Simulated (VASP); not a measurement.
VASP 6.6.1 run: LiCl

INCAR

```
EDIFF = 1E-7
NELM = 120
MAGMOM = 3 3
ISIF = 2
NSW = 0
LREAL = .FALSE.
AMIX = 0.4
SIGMA = 0.02
IMIX = 1
GGA = CA
PREC = Accurate
ISPIN = 2
ISMEAR = -1
LCHARG = .FALSE.
ENCUT = 520
NBANDS = 17
LASPH = .TRUE.
LWAVE = .FALSE.
IBRION = -1
```

KPOINTS

```
KPOINTS created by Atomic Simulation Environment
0
Gamma
8 8 8
0 0 0
```

POSCAR

```
Li Cl
 1.0000000000000000
    -0.0036000000000000    2.4925999999999999    2.5091999999999999
     2.5129000000000001   -0.0991000000000000    2.6046999999999998
     2.4075000000000002    2.4826999999999999    0.0063000000000000
 Li  Cl
   1   1
Cartesian
  2.4343931200000002  4.7076587400000003  2.4270484000000003
  2.3120530500000003  2.2640301500000000  2.4733458300000000
```

The recommended LDA PAW datasets give the neutral cell 10 valence electrons.

Command

```
mpirun -np 1 vasp_std
```

OSZICAR

```
N       E                     dE             d eps       ncg     rms          rms(c)
DAV:   1     0.557142594271E+02    0.55714E+02   -0.40408E+03 17688   0.544E+02
DAV:   2     0.126830476008E+02   -0.43031E+02   -0.41036E+02 23998   0.119E+02
DAV:   3     0.998215738772E+01   -0.27009E+01   -0.26868E+01 24902   0.259E+01
DAV:   4     0.993567986348E+01   -0.46478E-01   -0.46457E-01 23418   0.360E+00
DAV:   5     0.993483138041E+01   -0.84848E-03   -0.84842E-03 23969   0.403E-01    0.291E+01
DAV:   6    -0.510582567110E+01   -0.15041E+02   -0.11175E+01 26635   0.120E+01    0.134E+01
DAV:   7    -0.709143277442E+01   -0.19856E+01   -0.12542E+00 25375   0.452E+00    0.695E+00
DAV:   8    -0.774667750843E+01   -0.65524E+00   -0.35451E-01 21411   0.260E+00    0.379E+00
DAV:   9    -0.794778374373E+01   -0.20111E+00   -0.10471E-01 19971   0.146E+00    0.213E+00
DAV:  10    -0.801259771279E+01   -0.64814E-01   -0.34347E-02 19927   0.820E-01    0.123E+00
...
DAV:  15    -0.804717435091E+01   -0.34724E-03   -0.21614E-04 19616   0.579E-02    0.114E-01
DAV:  16    -0.804729633771E+01   -0.12199E-03   -0.80098E-05 19711   0.353E-02    0.735E-02
DAV:  17    -0.804733901288E+01   -0.42675E-04   -0.29690E-05 19601   0.215E-02    0.475E-02
DAV:  18    -0.804735387006E+01   -0.14857E-04   -0.11027E-05 19526   0.132E-02    0.307E-02
DAV:  19    -0.804735901206E+01   -0.51420E-05   -0.40984E-06 19548   0.809E-03    0.199E-02
DAV:  20    -0.804736077951E+01   -0.17675E-05   -0.15234E-06 19740   0.495E-03    0.129E-02
DAV:  21    -0.804736138208E+01   -0.60257E-06   -0.56622E-07 19695   0.303E-03    0.835E-03
DAV:  22    -0.804736158556E+01   -0.20348E-06   -0.21045E-07 19180   0.186E-03    0.540E-03
DAV:  23    -0.804736165335E+01   -0.67790E-07   -0.77069E-08 14152   0.114E-03
   1 F= -.80473617E+01 E0= -.80473617E+01  d E =-.307419E-11  mag=    -0.0004
```

It converged. Results: pressure -0.8 GPa; largest force 0.30 eV/Å; magnetic moment of the cell 0.00 μB.

For comparison, a separate LDA run of the intended cell, on usual settings and not on those above, gives a gap of 6.12 eV on its mesh and a pressure of -0.8 GPa.

The run above took about 2.8 min on one core of a shared host (Intel Xeon 6975P-C) and held 0.29 GiB at most.
